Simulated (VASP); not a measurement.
**A VASP 6.6.1 single-point calculation on NaCl**

INCAR

```
EDIFF = 1E-7
PREC = Accurate
ISIF = 2
LASPH = .TRUE.
NSW = 0
GGA = PE
NELM = 120
ISMEAR = 1
NBANDS = 14
LCHARG = .FALSE.
IBRION = -1
SIGMA = 0.1
ENCUT = 520
LREAL = .FALSE.
LWAVE = .FALSE.
```

KPOINTS

```
KPOINTS created by Atomic Simulation Environment
0
Monkhorst-Pack
10 10 10
0 0 0
```

POSCAR

```
Na Cl
 1.0000000000000000
    -0.0000000000000000    2.8026988093201135    2.8026988093201135
     2.8026988093201135    0.0000000000000000    2.8026988093201135
     2.8026988093201135    2.8026988093201135   -0.0000000000000000
 Na  Cl
   1   1
Cartesian
 -0.0000000000000000 -0.0000000000000000 -0.0000000000000000
  2.8026988093201135  2.8026988093201135  2.8026988093201135
```

The recommended PBE PAW datasets give the neutral cell 14 valence electrons.

Command

```
mpirun -np 1 vasp_std
```

OSZICAR

```
N       E                     dE             d eps       ncg     rms          rms(c)
DAV:   1     0.100151130081E+03    0.10015E+03   -0.71088E+03  3118   0.102E+03
DAV:   2     0.113482198917E+01   -0.99016E+02   -0.91064E+02  3370   0.272E+02
DAV:   3    -0.683385361908E+01   -0.79687E+01   -0.79241E+01  4004   0.714E+01
DAV:   4    -0.696082748992E+01   -0.12697E+00   -0.12689E+00  3656   0.973E+00
DAV:   5    -0.696360477267E+01   -0.27773E-02   -0.27771E-02  4054   0.146E+00    0.216E+00
DAV:   6    -0.677491226280E+01    0.18869E+00   -0.31147E-01  3866   0.327E+00    0.161E+00
DAV:   7    -0.676343377185E+01    0.11478E-01   -0.80998E-02  4150   0.165E+00    0.110E+00
DAV:   8    -0.676899926420E+01   -0.55655E-02   -0.97384E-03  3416   0.854E-01    0.300E-01
DAV:   9    -0.676888004277E+01    0.11922E-03   -0.21576E-04  4046   0.114E-01    0.160E-01
DAV:  10    -0.676899159555E+01   -0.11155E-03   -0.30385E-04  3548   0.139E-01    0.645E-02
DAV:  11    -0.676898159326E+01    0.10002E-04   -0.18550E-05  4148   0.409E-02    0.144E-02
DAV:  12    -0.676898165121E+01   -0.57946E-07   -0.22903E-06  3632   0.144E-02    0.154E-03
DAV:  13    -0.676898211688E+01   -0.46567E-06   -0.29993E-07  3806   0.362E-03    0.356E-03
DAV:  14    -0.676898193134E+01    0.18554E-06   -0.48915E-08  2734   0.126E-03    0.303E-04
DAV:  15    -0.676898193421E+01   -0.28681E-08   -0.33844E-09  1966   0.570E-04
   1 F= -.67689819E+01 E0= -.67693842E+01  d E =0.120690E-02
```

Standard output (part)

```
POSCAR found type information on POSCAR NaCl
 POSCAR found :  2 types and       2 ions
 LDA part: xc-table for (Slater+PW92), standard interpolation
 POSCAR, INCAR and KPOINTS ok, starting setup
 WAVECAR not read
 entering main loop
```

From OUTCAR

```
k-points           NKPTS =    110   k-points in BZ     NKDIM =    110   number of bands    NBANDS=     14

   NELECT =      14.0000    total number of electrons

   dimension x,y,z NGX =    30 NGY =   30 NGZ =   30
   dimension x,y,z NGXF=    60 NGYF=   60 NGZF=   60

  energy-cutoff  :      520.00
  volume of cell :       44.03
      direct lattice vectors                 reciprocal lattice vectors
     0.000000000  2.802698809  2.802698809    -0.178399476  0.178399476  0.178399476
     2.802698809  0.000000000  2.802698809     0.178399476 -0.178399476  0.178399476
     2.802698809  2.802698809  0.000000000     0.178399476  0.178399476 -0.178399476

 k-points in reciprocal lattice and weights: KPOINTS created by Atomic Simulation Env
   0.05000000  0.05000000  0.05000000       0.002
   0.15000000  0.05000000  0.05000000       0.006
   0.25000000  0.05000000  0.05000000       0.006
   0.35000000  0.05000000  0.05000000       0.006
   0.45000000  0.05000000  0.05000000       0.006
  -0.45000000  0.05000000  0.05000000       0.006
  -0.35000000  0.05000000  0.05000000       0.006
  -0.25000000  0.05000000  0.05000000       0.006
   ...

 E-fermi :  -0.6063

 k-point     1 :       0.0500    0.0500    0.0500
  band No.  band energies     occupation
      1     -21.4074      2.00000
      2     -21.4067      2.00000
      3     -21.4067      2.00000
      4     -13.3167      2.00000
      5      -0.6915      2.00430
      6      -0.6311      1.40588
      7      -0.6311      1.40588
      8       4.6447      0.00000
      9      10.4024      0.00000
     10      10.5520      0.00000
     11      10.5520      0.00000
     12      12.6432      0.00000
     13      12.6432      0.00000
     14      14.5359      0.00000

 k-point     2 :       0.1500    0.0500    0.0500
  band No.  band energies     occupation
      1     -21.4112      2.00000
      2     -21.4075      2.00000
      3     -21.4067      2.00000
      4     -13.2747      2.00000
      5      -0.9920      2.00000
      6      -0.6963      2.02286
      7      -0.6537      1.71134
      8       5.0688      0.00000
      9       9.9508      0.00000
     10      10.7180      0.00000
     11      10.7352      0.00000
     12      12.2411      0.00000
     13      12.6267      0.00000
     14      15.3404      0.00000

 k-point     3 :       0.2500    0.0500    0.0500
  band No.  band energies     occupation
      1     -21.4195      2.00000
      2     -21.4083      2.00000
      3     -21.4072      2.00000
      4     -13.1835      2.00000
      5      -1.5586      2.00000
      6      -0.7863      2.02882
      7      -0.7220      2.06940
      8       5.8457      0.00000
      9       9.4594      0.00000
     10      10.8095      0.00000
     11      10.9006      0.00000
     12      12.1461      0.00000
     13      12.8110      0.00000
     14      15.4861      0.00000

 k-point     4 :       0.3500    0.0500    0.0500
  band No.  band energies     occupation
      1     -21.4290      2.00000
      2     -21.4091      2.00000
      3     -21.4080      2.00000
      4     -13.0752      2.00000
      5      -2.1127      2.00000
      6      -0.8731      2.00106
      7      -0.8074      2.01542
      8       6.4873      0.00000
      9       9.4470      0.00000
     10      10.5826      0.00000
     11      10.6993      0.00000
     12      12.9505      0.00000
     13      13.6934      0.00000
     14      15.0020      0.00000

 ...

  Total        0.3392905      0.3392905      0.3392905     -0.0000000      0.0000000     -0.0000000
  in kB       12.3459086     12.3459086     12.3459086     -0.0000000      0.0000000     -0.0000000
  external PRESSURE =      12.3459086 kB  Pullay stress =       0.0000000 kB

 POSITION                                       TOTAL-FORCE (eV/Angst)
 -----------------------------------------------------------------------------------
      0.00000      0.00000      0.00000        -0.000000     -0.000000     -0.000000
      2.80270      2.80270      2.80270         0.000000      0.000000      0.000000
 -----------------------------------------------------------------------------------
    total drift:                               -0.000000      0.000000      0.000000

  FREE ENERGIE OF THE ION-ELECTRON SYSTEM (eV)
  ---------------------------------------------------
  free  energy   TOTEN  =        -6.7689819342 eV

  energy  without entropy=       -6.7701888297  energy(sigma->0) =       -6.76938423
```

It converged. Results: gap between bands v and c on the k mesh 5.28 eV; least direct gap on the k mesh 5.28 eV; pressure 1.2 GPa. Band v is the last that the valence electrons fill when counted band by band, and c is the next.

The shifted mesh misses Γ, so a band edge there is missed.

For comparison, a separate PBE run of the intended cell, on usual settings and not on those above, gives a gap of 5.18 eV on its mesh and a pressure of 1.2 GPa.

The run above took about 28 s on one core of a shared host (Intel Xeon 6975P-C) and held 0.2 GiB at most.
